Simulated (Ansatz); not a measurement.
# VSi2P4 monolayer in a perpendicular field, part 3 of 3

What dipole does a perpendicular field induce in the VSi2P4 monolayer? A positive field points along +c.

Ansatz 0.2.0; plane-wave DFT, PBE-D3(BJ), Ansatz PAW (set soft_1); PAW set soft_1.

So far, work function, upper face (eV): step 3 (single point, field 0) 5.45.

**5. Single point, field -0.1 V/Å**

input.yaml

```yaml
crystal:
  lattice:
    - [3.4305563912, 0.0, 0.0]
    - [-1.7152781956, 2.9709489839, 0.0]
    - [0.0, 0.0, 27.28423994]
  atoms:
    - { symbol: P, position: [0.0, 0.0, 0.3298607555] }
    - { symbol: Si, position: [0.3333333333, 0.6666666667, 0.3679600967], spin: 0.01 }
    - { symbol: P, position: [0.3333333333, 0.6666666667, 0.4501744615], spin: -0.03 }
    - { symbol: V, position: [0.0, 0.0, 0.5], spin: 0.65 }
    - { symbol: P, position: [0.3333333333, 0.6666666667, 0.5498255385], spin: -0.03 }
    - { symbol: Si, position: [0.3333333333, 0.6666666667, 0.6320399033], spin: 0.01 }
    - { symbol: P, position: [0.0, 0.0, 0.6701392445] }
magnetization:
  spin_polarized: true
kpoints:
  mp_grid: { grid: [18, 18, 1] }
  band_path:
    path: [[0, 0, 0], [0.5, 0, 0], [0.33333333, 0.33333333, 0], [0, 0, 0]]
    npoints: 16
hamiltonian:
  xc: pbe
  dispersion: d3bj
  pseudopotentials: { kind: paw, azcp: { folder: soft_1 } }
scf:
  occupations: { method: fermi_dirac, width: 0.02585 }
  convergence: { dr2_threshold: 1.0e-10 }
efield:
  axis: 3
  dipole_correction: true
  ramp_position: 0.9549
  ramp_width: 0.0902
  amplitude: -0.1
output:
  write_potential: true
  write_density: true
  volumetric_format: npy
```

Command:

```console
> ansatz run input.yaml --threads 2 --pin off --max-ram 3072MiB --backend cpu --events-out ev --progress --plain --runs-dir out
```

Numbers of over 12 decimals in the logs are rounded to 6 here.

The program printed:

```text
[...]
Crystal: 7 atoms, lattice volume = 278.081 Å³
Basis set: ecut = 420 eV, 5407 PW (Γ)
Bands: 28, of which v1, the nominal top of the filled ones, is band 21 counted from 1 (20 counted from 0)
Symmetry: 6 space group operations
k-points: 37 of 324 (time reversal used)
[...]
Starting moments: Σ|m| = 0.73 μB on 5 of 7 sites
[...]
k-point 1 ↑: bands = [... 17 lower, -0.1978, 0.0519, 0.0561, 0.5870, 3.2139, 3.3523, 3.4056, 3.5014, ... 3 higher]
  k-point 2 ↑: bands = [... 17 lower, -0.4325, -0.0946, -0.0225, 0.5532, 2.9352, 2.9953, 3.4138, 3.5612, ... 3 higher]
  k-point 36 ↓: bands = [... 17 lower, -1.9691, -0.8625, -0.2163, 1.2952, 2.1393, 2.2623, 2.4369, 2.9807, ... 3 higher]
[key lines of the parts left out:]
SCF converged after 15 iterations
Magnetization: 0.8375 μB (20.9187 up, 20.0813 down)
Free energy (F): -7211.150404 eV
Fermi energy:    0.557519 eV
Dipole field:    D = -0.041281 V/Å  (p = -0.063439 e·Å, saw-weighted, corrected)
```

Elapsed: 73 s, on 2 threads of Arm Neoverse V1, shared host; peak memory 0.9 GiB.

The dipole is -0.0634 e·Å.

**6. Response, atoms held**

This step: plane-wave DFT, PBE-D3(BJ), Ansatz PAW (set soft_1); response to a field along the normal, atoms held; PAW set soft_1 (Ansatz 0.2.0).

The dipoles give the slope, and the difference of two potentials shows where the field is screened.

This step gave:

| Property | Result |
| --- | --- |
| equivalent conductor thickness p/(ε₀AE) | 11.26 Å |
| distance between the outer atoms | 9.284 Å |

Table of dipole of the cell by applied field:

| applied field (V/Å) | dipole of the cell (e·Å) |
| --- | --- |
| -0.1000 | -0.0634 |
| 0.0000 | 1.8e-7 |
| 0.1000 | 0.0634 |

The total moment stays at 0.838 μB for applied field from -0.1 to 0.1 V/Å.

Local field over the applied field, running mean. From the potentials at -0.1 and 0.1 V/Å; running mean over 2.5 Å. The local field over applied field by z:

```
z (Å)  local field over applied field
  4.5                           0.998
  5.0                           0.995
  5.5                           0.986
  6.0                           0.960
  6.5                           0.899
  7.0                           0.780
  7.5                           0.612
  8.0                           0.433
  8.5                           0.258
  9.0                           0.124
  9.5                          0.0681
 10.0                          0.0621
 10.5                          0.0660
 11.0                          0.0778
 11.5                          0.0733
 12.0                          0.0499
 12.5                          0.0377
 13.0                          0.0292
 13.5                          0.0150
 14.0                          0.0204
 14.5                          0.0341
 15.0                          0.0412
 15.5                          0.0597
 16.0                          0.0789
 16.5                          0.0727
 17.0                          0.0636
 17.5                          0.0622
 18.0                          0.0833
 18.5                           0.173
 19.0                           0.332
 19.5                           0.510
 20.0                           0.688
 20.5                           0.839
 21.0                           0.932
 21.5                           0.974
 22.0                           0.991
 22.5                           0.997
 23.0                           0.999
```

The induced electron density oscillates, so the rows of the table below give means over windows of 0.5 Å about each position, cut where the curve ends. Its maxima inside the range that stand out by 2 % of the span (Å: e/Å³ per V/Å): 7.96: 0.00371, 9.38: 8.8e-4, 11.08: 6.1e-4, 12.22: 8.8e-4, 14.21: 8.0e-4, 15.63: -5.0e-7, 17.19: 0.00145, 18.33: -3.9e-4. Its minima: 8.95: 3.9e-4, 10.09: -0.00145, 11.65: 0, 13.07: -7.9e-4, 15.06: -8.8e-4, 16.20: -6.1e-4, 17.91: -8.8e-4, 19.33: -0.00371.

Electrons, planar mean, per unit field. The induced electron density by z; means over each step:

```csv
z (Å),induced electron density (e/Å³ per V/Å)
4.5,6.7e-6
5.0,2.1e-5
5.5,6.7e-5
6.0,1.9e-4
6.5,5.4e-4
7.0,0.00132
7.5,0.00272
8.0,0.00352
8.5,0.00176
9.0,5.6e-4
9.5,5.3e-4
10.0,-0.00107
10.5,-6.1e-4
11.0,5.0e-4
11.5,1.8e-4
12.0,4.7e-4
12.5,5.5e-4
13.0,-5.7e-4
13.5,-2.9e-4
14.0,6.1e-4
14.5,1.4e-4
15.0,-7.5e-4
15.5,-1.7e-4
16.0,-3.9e-4
16.5,-2.3e-4
17.0,0.00117
17.5,3.9e-4
18.0,-7.3e-4
18.5,-7.1e-4
19.0,-0.00280
19.5,-0.00341
20.0,-0.00206
20.5,-9.2e-4
21.0,-3.5e-4
21.5,-1.3e-4
22.0,-4.1e-5
22.5,-1.3e-5
23.0,-4.3e-6
```

By hand: between -0.1 and 0.1 V/Å the dipole changes by 0.1269 e·Å, a slope of 0.6344 e·Å²/V. A perfect conductor of thickness t has p = ε₀AEt, so t = 180.95 × 0.6344 / 10.192 = 11.26 Å (e/ε₀ = 180.95 V·Å, A in Å²).

The induced dipole is that of a conductor 11.26 Å thick.

**7. Results**

```
gap without field                          : none
work function, upper face                  : 5.45 eV
equivalent conductor thickness, atoms held : 11.3 Å
```

The induced dipole equals that of a perfect conductor 11.26 Å thick, while the outer atoms lie 9.28 Å apart. There is no gap over 0.03 eV, with or without the field. For an open d or f shell that can be the fault of a semilocal functional without a Hubbard term. The magnetic order is the one reached from the typed start; other orders were not compared. The outer anions sit over the metal atoms, one of several polytypes of such layers and not the lowest for every compound.

[Logs are printed without paths, hosts, clocks, repeated set-up lines and the standing remarks that a program may print on its own settings, such as how far it seeks lower states.]

[Hosts, paths, dates, database ids (printed as entryN), source tags and the programs' standing remarks are cut or masked in the printed files.]

[Maps of the electrostatic potential energy from Ansatz leave out the sawtooth potential of an applied field or a dipole correction, so their vacuum need not be flat; planar profiles and work functions include it.]
